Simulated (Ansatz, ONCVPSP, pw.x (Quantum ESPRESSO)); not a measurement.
## From atom to crystal: ONCV potential for tungsten (W)

tungsten (W), optimised norm-conserving Vanderbilt (ONCV), made with ONCVPSP 4.0.1.1 (patched build) (PBE, scalar-relativistic). Core [Kr] 4d10 4f14, reference 5s2 5p6 5d4 6s1 (charge +1). Waves: 5s+6s: rc 1.75 bohr, ncon 4, nbas 8, qcut 6.3 1/bohr, 2 projectors; 5p: rc 1.55 bohr, ncon 4, nbas 8, qcut 9.2 1/bohr, 2 projectors, debl 1.1 Ha; 5d: rc 1.60 bohr, ncon 3, nbas 7, qcut 5.5 1/bohr, 2 projectors, debl 3.9 Ha. Local part: polynomial inside 1.45 bohr (lpopt 5, dvloc0 0 Ha). Core correction: Teter function, fcfact 5.75, rcfact 1.75.

In the p channel the program set the typed energies aside and used -1.864, 0.250 Ha.

Crystal test: fcc W in pw.x 7.5, no spin, 14³ k-points, Fermi–Dirac smearing 0.01 Ry, cutoffs 80/320 Ry. The reference is all-electron LAPW (Ansatz 0.2.0) with the same functional, mesh and smearing; V0 and B0 come from Birch–Murnaghan fits to the pressures at five volumes. Errors are pseudo minus all-electron; Δ is the rms difference of the E(V) curves that follow from these fits, minima aligned, over ±6 % about the mean V0. Mesh and smearing are coarse, so the numbers serve the comparison and aren't converged zero-temperature values; the lattice is a test structure that the element need not adopt.

All-electron: a0 = 4.039 Å (V0 = 16.47 Å³/atom), B0 = 280.9 GPa.

How far does the potential miss the all-electron equation of state?

mean pressure error (GPa): -1.69; a0 (Å): 4.031; a0 error (%): -0.20; B0 error (%): +0.4; Δ (meV/atom): 6.1.

| V (Å³/atom) | P all-electron (GPa) | P pseudo (GPa) |
| --- | --- | --- |
| 15.654 | 15.90 | 13.92 |
| 16.066 | 7.42 | 5.59 |
| 16.478 | -0.06 | -1.76 |
| 16.890 | -6.66 | -8.20 |
| 17.302 | -12.47 | -13.87 |

At the middle volume, how do free energy and pressure move when the wave cutoff is lowered (ecutrho kept at four times it)?

| cutoff (Ry) | shift of F (meV/atom) | shift of P (GPa) |
| --- | --- | --- |
| 36 | +3070.8 | -73.76 |
| 48 | +682.3 | -31.08 |
| 64 | +38.4 | -3.30 |

The run at the middle volume (104 k-points, 8 iterations) took about 32 s on one core of a shared host (Neoverse-N1, 64 threads, 124 GiB, load 58).
